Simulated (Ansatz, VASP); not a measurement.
PtSe2: VASP beside Ansatz

Contents of INCAR:

```
SYSTEM = PtSe2
  PREC = Accurate
  ENCUT = 520
  EDIFF = 1E-7
  ISMEAR = 0
  SIGMA = 0.15
  LREAL = .FALSE.
  LASPH = .TRUE.
  NELM = 100
  ALGO = Normal
  ISIF = 2
  LWAVE = .FALSE.
  LCHARG = .FALSE.
  GGA = PE
  NBANDS = 18
```

The input KPOINTS:

```
Automatic mesh
0
G
  12 12 10
  0 0 0
```

POSCAR

```
PtSe2
1.0
    3.6681405955      0.0000000000      0.0000000000
   -1.8340702978      3.1767029404      0.0000000000
    0.0000000000      0.0000000000      5.2138600000
Pt Se
1 2
Direct
    0.0000000000      0.0000000000      0.0000000000
    0.3333333333      0.6666666667      0.2500000000
    0.6666666667      0.3333333333      0.7500000000
```

Input for Ansatz:

```yaml
crystal:
  lattice:
    - [3.6681405955, 0.0, 0.0]
    - [-1.8340702978, 3.1767029404, 0.0]
    - [0.0, 0.0, 5.21386]
  atoms:
    - { symbol: Pt, position: [0.0, 0.0, 0.0] }
    - { symbol: Se, position: [0.3333333333, 0.6666666667, 0.25] }
    - { symbol: Se, position: [0.6666666667, 0.3333333333, 0.75] }
basis:
  ecutwfc: 420
kpoints:
  mp_grid: { grid: [12, 12, 10] }
hamiltonian:
  xc: pbe
scf:
  occupations: { method: gaussian, width: 0.15 }
output:
  forces: true
  stress: true
  eigenvalues: true
```

Change from the starting cell: strain -0.015 along x and y, +0.030 along z, atoms carried along.

Alike in both runs: task single point; functional PBE; k mesh 12 × 12 × 10; occupations gaussian, width 0.15 eV; no spin polarisation.

|  | VASP | Ansatz |
| --- | --- | --- |
| version | VASP 6.6.1 | Ansatz 0.2.0 |
| potentials or method | VASP PAW PBE potentials, release 64 (Pt, Se) | scalar-relativistic, plane waves, PAW |
| plane-wave cutoff (eV) | 520 | 420 |
| valence electrons in the cell | 22 | 50 |

```tsv
	VASP	Ansatz	Ansatz less VASP
gap on the k mesh at the Fermi level (eV)	none	none	-
pressure (GPa)	8.8	8.8	0.00
largest component of the traceless stress (GPa)	2.99	2.98	-0.012
rms of the force components (eV/Å)	0.237	0.234	-0.0029
```

Atom by atom the forces differ by 0.003 eV/Å (rms over components). A gap of «none» marks a metal or a gap that the smearing closes. The two sets of potentials don't hold the same shells in valence.

Spin-orbit coupling is left out, which matters for the levels of Pt.
